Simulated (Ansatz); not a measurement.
## A series in volume scale on CdSe

Periodic Kohn-Sham DFT of a crystal at fixed atoms, scaled to volume_scale times the given cell; pressure positive in compression, energy less spherical unpolarised free atoms, largest_vzz the field gradient of largest size among the nuclei. The results are calculated, by Ansatz 0.2.0.

The cell before it is scaled or strained (space group F-43m, No. 216):
```
CdSe
1.0
      0.0000     3.0703     3.0703
      3.0703     0.0000     3.0703
      3.0703     3.0703     0.0000
Cd Se
1 1
Direct
  0.00000 0.00000 0.00000
  0.25000 0.25000 0.25000
```

Settings of every row: method frozen-core PAW; functional LDA; relativity scalar; k mesh 8x8x8; filling fermi-dirac; smearing width 0.03 eV; wave cutoff 420 eV; paw set soft_2.

Atom start moment: 0 on all atoms.

Limits: PAW files made with PBE; small gap, it may come from the mesh.

```csv
row,volume scale,V (Å³/atom),pressure (GPa)
1,0.94,27.206,-0.218
2,0.9405,27.221,-0.248
3,0.96,27.785,?
4,0.98,28.364,-2.368
5,0.99,28.653,-2.828
6,1,28.942,-3.261
7,1.01,29.232,-3.669
8,1.02,29.522,-4.052
9,1.04,30.101,-4.75
10,1.06,30.68,-5.365
```

Question: what pressure should row 3 give?

Worked fit of pressure. Take u = (V_r/V)^(2/3) − 1 with V_r = 28.942 Å³ an atom, which is twice the finite (Eulerian) strain; such expansions in the strain, on which the Birch-Murnaghan equation of state is built, carry the rest volume and the bulk modulus. The shown rows have u = 0.0421, 0.04172, 0.01354, 0.00671, 0, -0.00662, -0.01314, -0.02584, -0.03813. Least squares give pressure = −3.2607 + 63.007 × u + 212.38 × u² + 190 × u³ GPa; a parabola predicts inner rows, each left out in turn, worse (root mean square 0.0028 against 0.00058 GPa). The rows lie off it by 0.000, 0.001, 0.000, 0.000, 0.000, 0.000, 0.000, 0.000, 0.000. The withheld row has u = 0.02757, so the fit gives −3.2607 + 63.007 × (0.02757) + 212.38 × (0.02757)² + 190 × (0.02757)³ = -1.358 GPa.

The calculation gave -1.358 GPa. The fit meets it to the printed digit.
